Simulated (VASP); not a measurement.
# Te2Mo (P2_1/m) in VASP: relaxation of cell and atoms with rev-vdW-DF2

Aim: the relaxation of cell and atoms of Te2Mo with rev-vdW-DF2.

All numbers are computed with VASP 6.6.1; they aren't measurements. Logs are shortened: lines on timing, memory, paths and dates and some standing lists are left out, and cuts for length are marked.

### Step 1. The structure

It takes space group P2_1/m (No. 11, monoclinic). The conventional cell has a = 6.330 Å, b = 3.469 Å, c = 13.860 Å, α = 90.00°, β = 93.92°, γ = 90.00°. Around Te (site symmetry m) lie 3 Mo at 2.70 to 2.71 Å. Te (site symmetry m) has 3 Mo at 2.79 to 2.82 Å as nearest neighbours. Around Te (site symmetry m) lie 3 Mo at 2.70 Å. Around Te (site symmetry m) lie 3 Mo at 2.79 to 2.81 Å. Around Mo (site symmetry m) lie 6 Te at 2.70 to 2.81 Å and 2 Mo at 2.90 Å. Around Mo (site symmetry m) lie 6 Te at 2.70 to 2.82 Å and 2 Mo at 2.89 Å.

### Step 2. Relaxation of cell and atoms, rev-vdW-DF2, target pressure 1.5 GPa, at which the enthalpy is minimised

Input file INCAR:

```
PREC = Accurate ; ENCUT = 600
EDIFF = 1E-6 ; ISMEAR = 0
SIGMA = 0.03 ; LREAL = False
LASPH = True ; NELM = 80
ALGO = Normal ; ISIF = 3
LWAVE = False ; LCHARG = False
GGA = MK ; LUSE_VDW = True
AGGAC = 0.0 ; PARAM1 = 0.1234
PARAM2 = 0.711357 ; ZAB_VDW = -1.8867
IBRION = 2 ; NSW = 90
EDIFFG = -0.01 ; PSTRESS = 15.0
KPAR = 4
```

Input file KPOINTS:

```
regular mesh
0
Gamma
  4 8 2
```

Input file POSCAR:

```
Te2Mo
1.0
    6.3300000000      0.0000000000      0.0000000000
    0.0000000000      3.4690000000      0.0000000000
   -0.9467947088      0.0000000000     13.8276237937
Te Mo
8 4
Direct
    0.5568000000      0.7500000000      0.3516000000
    0.4432000000      0.2500000000      0.6484000000
    0.5888000000      0.2500000000      0.1045000000
    0.4112000000      0.7500000000      0.8955000000
    0.0970000000      0.7500000000      0.1486000000
    0.9030000000      0.2500000000      0.8514000000
    0.0563000000      0.2500000000      0.3955000000
    0.9437000000      0.7500000000      0.6045000000
    0.3181000000      0.7500000000      0.5066000000
    0.6819000000      0.2500000000      0.4934000000
    0.1833000000      0.2500000000      0.0074000000
    0.8167000000      0.7500000000      0.9926000000
```

Potentials or basis: VASP PAW PBE potentials, release 64 (Te, Mo_sv).

Started as:

```bash
> cat potpaw_PBE.64/Te/POTCAR potpaw_PBE.64/Mo_sv/POTCAR > POTCAR
> mpirun -np 4 vasp_std > vasp.out
```

OUTCAR:

```text
PREC = Accurate
   ENCUT = 600
   EDIFF = 1E-6
   ISMEAR = 0
   LREAL = False
   LASPH = True
   NELM = 80
   ISIF = 3
   GGA = MK
   IBRION = 2
   NSW = 90
   EDIFFG = -0.01
   PSTRESS = 15.0

 ion  position               nearest neighbor table
   1  0.557  0.750  0.352-  10 2.70  10 2.70   9 2.71   7 3.62   7 3.62
   2  0.443  0.250  0.648-   9 2.70   9 2.70  10 2.71   8 3.62   8 3.62
   3  0.589  0.250  0.105-  12 2.79  12 2.79  11 2.82   4 3.50   4 3.50   5 3.65   5 3.65   5 3.67
                             5 3.67
   4  0.411  0.750  0.895-  11 2.79  11 2.79  12 2.82   3 3.50   3 3.50   6 3.65   6 3.65   6 3.67
                             6 3.67
   5  0.097  0.750  0.149-  11 2.70  11 2.70  12 2.70   3 3.65   3 3.65   3 3.67   3 3.67
   6  0.903  0.250  0.851-  12 2.70  12 2.70  11 2.70   4 3.65   4 3.65   4 3.67   4 3.67
   7  0.056  0.250  0.395-   9 2.79   9 2.79  10 2.81   8 3.49   8 3.49   1 3.62   1 3.62
   8  0.944  0.750  0.605-  10 2.79  10 2.79   9 2.81   7 3.49   7 3.49   2 3.62   2 3.62
   9  0.318  0.750  0.507-   2 2.70   2 2.70   1 2.71   7 2.79   7 2.79   8 2.81  10 2.90  10 2.90

  10  0.682  0.250  0.493-   1 2.70   1 2.70   2 2.71   8 2.79   8 2.79   7 2.81   9 2.90   9 2.90

  11  0.183  0.250  0.007-   5 2.70   5 2.70   6 2.70   4 2.79   4 2.79   3 2.82  12 2.89  12 2.89

  12  0.817  0.750  0.993-   6 2.70   6 2.70   5 2.70   3 2.79   3 2.79   4 2.82  11 2.89  11 2.89

  LATTYP: Found a simple monoclinic cell.
 ALAT       =     6.3300000000
 B/A-ratio  =     0.5480252765
 C/A-ratio  =     2.1895734597
 COS(beta)  =    -0.0683113066

  Lattice vectors:

 A1 = (   6.3300000000,   0.0000000000,   0.0000000000)
 A2 = (   0.0000000000,   3.4690000000,   0.0000000000)
 A3 = (  -0.9467947088,   0.0000000000,  13.8276237937)

Analysis of symmetry for initial positions (statically):
=====================================================================
 Subroutine PRICEL returns:
 Original cell was already a primitive cell.

 Routine SETGRP: Setting up the symmetry group for a
 simple monoclinic supercell.

 Subroutine GETGRP returns: Found  4 space group operations
 (whereof  2 operations were pure point group operations)
 out of a pool of  4 trial point group operations.

The static configuration has the point symmetry S_2 .
 The point group associated with its full space group is C_2h.

Analysis of symmetry for dynamics (positions and initial velocities):
=====================================================================
 Subroutine PRICEL returns:
 Original cell was already a primitive cell.

 Routine SETGRP: Setting up the symmetry group for a
 simple monoclinic supercell.

 Subroutine GETGRP returns: Found  4 space group operations
 (whereof  2 operations were pure point group operations)
 out of a pool of  4 trial point group operations.

[... 145 lines left out ...]
   LORBIT       =      0    0 simple, 1 ext, 2 COOP (PROOUT), +10 PAW based schemes
   GGA     = MK    functional components
   LHFCALC =     F    Hartree Fock is set to
   AEXX    =    0.0000 exact exchange contribution
   IVDW_NL    =     1    kernel type
   BPARAM     = 6.3000
   IVDW    =     0    specifies the selected vdW correction
   LEPSILON=     F    determine dielectric tensor
   LRPA    =     F    only Hartree local field effects (RPA)
 conjugate gradient relaxation of ions
 non-spin polarized calculation
 Gauss-broadening in eV      SIGMA  =   0.03
  energy-cutoff  :      600.00
  volume of cell :      303.64
 maximum number of plane-waves:     10184
 NGX is ok and might be reduce to    54
   NGX = 25   NGY = 13   NGZ = 55

--------------------------------------- Ionic step        1  -------------------------------------------

 number of electron     104.0000002 magnetization

 Free energy of the ion-electron system (eV)
  ---------------------------------------------------
  ext. energy  EPLUGINS =         0.00000000
  ---------------------------------------------------
  free energy    TOTEN  =       -48.47599469 eV

  energy without entropy =      -48.47334258  energy(sigma->0) =      -48.47466864

------------------------ aborting loop because EDIFF is reached ----------------------------------------

  FORCE on cell =-STRESS in cart. coord.  units (eV):
  Direction    XX          YY          ZZ          XY          YZ          ZX
  --------------------------------------------------------------------------------------
  -------------------------------------------------------------------------------------
  Total        2.4875094      2.3677384      2.0968061      0.0000000      0.0000000      0.1415335
  in kB       13.1256174     12.4936325     11.0640288      0.0000000      0.0000000      0.7468169
  external PRESSURE =      -2.7722404 kB  Pullay stress =      15.0000000 kB
[... 133 lines left out ...]
  enthalpy is  TOTEN    =       -45.6535626483 eV   P V=        2.8066544995

Total vdW correction in eV:     14.9004580

[... ionic steps 4 to 18 ...]

--------------------------------------- Ionic step       19  -------------------------------------------

 number of electron     103.9999999 magnetization

------------------------ aborting loop because EDIFF is reached ----------------------------------------
[... 95 lines left out ...]
--------------------------------------- Ionic step       21  -------------------------------------------

 number of electron     103.9999999 magnetization

 Free energy of the ion-electron system (eV)
  ---------------------------------------------------
  ext. energy  EPLUGINS =         0.00000000
  ---------------------------------------------------
  free energy    TOTEN  =       -48.45613399 eV

  energy without entropy =      -48.45346514  energy(sigma->0) =      -48.45479956

 E-fermi :   8.6047     XC(G=0): -10.5837

 val. band max:        8.6028434131   @ k =   0.5000   0.0000   0.5000
 cond. band min:       8.6181157265   @ k =   0.5000   0.0000   0.5000
 fundamental gap:      0.0152723134
 Fermi energy:         8.6046558770

 k-point     1 :       0.0000    0.0000    0.0000
  band No.  band energies     occupation
      1     -52.5203      2.00000
      2     -52.4900      2.00000
      3     -52.4567      2.00000
      4     -52.4291      2.00000
      5     -26.8076      2.00000
      6     -26.7742      2.00000
[... 1549 lines left out ...]
     61      10.4639      0.00000
     62      10.5450      0.00000

 [... further k-points ...]

------------------------ aborting loop because EDIFF is reached ----------------------------------------

  FORCE on cell =-STRESS in cart. coord.  units (eV):
  Direction    XX          YY          ZZ          XY          YZ          ZX
  --------------------------------------------------------------------------------------
  -------------------------------------------------------------------------------------
  Total        2.8111696      2.7339422      2.7076498      0.0000000      0.0000000      0.0339418
  in kB       15.2553249     14.8362363     14.6935555      0.0000000      0.0000000      0.1841911
  external PRESSURE =      -0.0716277 kB  Pullay stress =      15.0000000 kB
[... 33 lines left out ...]
  enthalpy is  TOTEN    =       -45.6920142489 eV   P V=        2.7641197373

Total vdW correction in eV:     14.7994595

 reached required accuracy - stopping structural energy minimisation
```

CONTCAR:

```text
Te2Mo
   1.00000000000000
     6.3297218156838992    0.0000000000000000    0.0071029789562852
     0.0000000000000000    3.4902012299339589    0.0000000000000000
    -0.9318054245428596    0.0000000000000000   13.3630964528374800
  Te              Mo
     8     4
Direct
     0.5588634930336235    0.7500000000000000    0.3457956049149137
     0.4411365069663764    0.2500000000000000    0.6542043950850861
     0.5889678755625365    0.2500000000000000    0.1061965894241798
     0.4110321244374633    0.7500000000000000    0.8938034105758200
     0.0963790829757147    0.7500000000000000    0.1545729160701736
     0.9036209170242852    0.2500000000000000    0.8454270839298264
     0.0553067572107091    0.2500000000000000    0.3934611381191959
     0.9446932427892910    0.7500000000000000    0.6065388618808040
     0.3213026163939831    0.7500000000000000    0.5065879705820441
     0.6786973836060173    0.2500000000000000    0.4934120294179560
     0.1816091703349053    0.2500000000000000    0.0078685575551507
     0.8183908296650947    0.7500000000000000    0.9921314424448494

  0.00000000E+00  0.00000000E+00  0.00000000E+00
  0.00000000E+00  0.00000000E+00  0.00000000E+00
  0.00000000E+00  0.00000000E+00  0.00000000E+00
  0.00000000E+00  0.00000000E+00  0.00000000E+00
  0.00000000E+00  0.00000000E+00  0.00000000E+00
  0.00000000E+00  0.00000000E+00  0.00000000E+00
  0.00000000E+00  0.00000000E+00  0.00000000E+00
  0.00000000E+00  0.00000000E+00  0.00000000E+00
  0.00000000E+00  0.00000000E+00  0.00000000E+00
  0.00000000E+00  0.00000000E+00  0.00000000E+00
  0.00000000E+00  0.00000000E+00  0.00000000E+00
  0.00000000E+00  0.00000000E+00  0.00000000E+00
```

Wall time 1.6 h (4 MPI ranks of Intel Xeon Platinum 8559C (Emerald Rapids), shared host); peak memory 1.6 GiB.

Results:

- Free energy: -48.4561 eV
- Relaxed volume: 24.60 Å³/atom
- Relaxed cell: a = 6.330 Å, b = 3.490 Å, c = 13.396 Å, α = 90.00°, β = 93.92°, γ = 90.00°
- Space group after relaxing (to 0.05 Å): P2_1/m (No. 11)
- Energy change on relaxing (the enthalpy is what falls): +1.7 meV/atom
- Ionic steps: 21
- Pressure after relaxing: 1.5 GPa
- Largest force after relaxing: 0.010 eV/Å
- Band gap on the k mesh: none (metal or under the smearing width)

Forces in eV/Å, atoms in the order of the input:
```
Te   0.007  0.000  0.003
Te  -0.007  0.000 -0.003
Te  -0.009  0.000 -0.004
Te   0.009  0.000  0.004
Te   0.001  0.000  0.004
Te  -0.001  0.000 -0.004
Te   0.004  0.000  0.001
Te  -0.004  0.000 -0.001
Mo   0.001  0.000  0.003
Mo  -0.001  0.000 -0.003
Mo   0.006  0.000  0.004
Mo  -0.006  0.000 -0.004
```

The path:
```
step  energy change (eV)  largest force (eV/Å)  pressure (GPa)  volume (Å³)
   1              0.0000                0.2260            1.22       303.64
   2              0.0032                0.2158            1.59       301.72
   3              0.0158                0.2486            1.91       299.78
   4              0.0049                0.1514            1.48       300.02
   5             -0.0006                0.1112            0.99       300.29
   6              0.0030                0.0813            1.08       299.12
   7              0.0266                0.1885            1.49       295.61
   8              0.0290                0.1018            1.66       294.73
   9              0.0354                0.0846            1.82       293.93
  10              0.0237                0.0617            1.31       295.02
  11              0.0262                0.0629            1.44       294.72
  12              0.0269                0.0348            1.52       294.58
  13              0.0273                0.0322            1.55       294.53
  14              0.0253                0.0177            1.50       294.71
  15              0.0242                0.0237            1.47       294.82
  16              0.0238                0.0256            1.46       294.86
  17              0.0248                0.0172            1.54       294.74
  18              0.0250                0.0182            1.54       294.73
  19              0.0232                0.0166            1.53       294.90
  20              0.0206                0.0223            1.48       295.17
  21              0.0199                0.0099            1.49       295.24
```

Final structure:
```
CELL_PARAMETERS angstrom
6.32972 0.00000 0.00710
0.00000 3.49020 0.00000
-0.93181 0.00000 13.36310
ATOMIC_POSITIONS crystal
Te 0.55886 0.75000 0.34580
Te 0.44114 0.25000 0.65420
Te 0.58897 0.25000 0.10620
Te 0.41103 0.75000 0.89380
Te 0.09638 0.75000 0.15457
Te 0.90362 0.25000 0.84543
Te 0.05531 0.25000 0.39346
Te 0.94469 0.75000 0.60654
Mo 0.32130 0.75000 0.50659
Mo 0.67870 0.25000 0.49341
Mo 0.18161 0.25000 0.00787
Mo 0.81839 0.75000 0.99213
```

Caveat: the cell is relaxed towards a set pressure, so the enthalpy falls and the energy may rise; the PAW data sets were made with another functional, which shifts forces and pressure a little.
